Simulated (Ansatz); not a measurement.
The system is C.

```
C
1.0
     0.00000    1.78337    1.78337
     1.78337    0.00000    1.78337
     1.78337    1.78337    0.00000
C
2
Direct
  0.75000 0.75000 0.75000
  0.50000 0.50000 0.50000
```

This isn't the form of C at room conditions, which is graphite.

```yaml
Program: Ansatz 0.2.0
Task: relaxation of cell and atoms
Functional: LDA
Potentials_or_basis: Ansatz PAW
Cutoff: "420 eV (not typed: the program's choice for these potentials)"
k_mesh: 13 × 13 × 13
Occupations: fermi-dirac, width 0.05 eV
Spin: no spin polarisation
```

At the start: volume 5.67 Å³/atom.

Where does the relaxation end?

It ends after 7 steps and the volume is 5.51 Å³/atom (-2.9 %); space group Fd-3m (No. 227, to 0.05 Å).

Step by step:
```tsv
step	energy change (eV)	largest force (eV/Å)	volume (Å³)
1	0.0000	0.0000	11.34
2	-0.0132	0.0000	11.14
3	-0.0162	0.0000	11.02
4	-0.0162	0.0000	11.02
5	-0.0138	0.0000	11.02
6	-0.0138	0.0000	11.01
7	-0.0138	0.0000	11.01
```

Final structure:
```
CELL_PARAMETERS angstrom
0.00000 1.76587 1.76587
1.76587 0.00000 1.76587
1.76587 1.76587 0.00000
ATOMIC_POSITIONS crystal
C 0.75000 0.75000 0.75000
C 0.50000 0.50000 0.50000
```

The cell as given is a measured one (5.67 Å³/atom); LDA puts the equilibrium volume -2.9 % from it, thermal expansion not counted.

Caveat: the plane-wave basis is chosen anew once the cell has moved, so the energies of steps on either side of that aren't comparable; the pressure holds a Pulay correction of +1.3 GPa for the finite cutoff; the PAW data sets come from PBE, with cores solved anew for the run's functional, which leaves a small shift of forces and pressure.
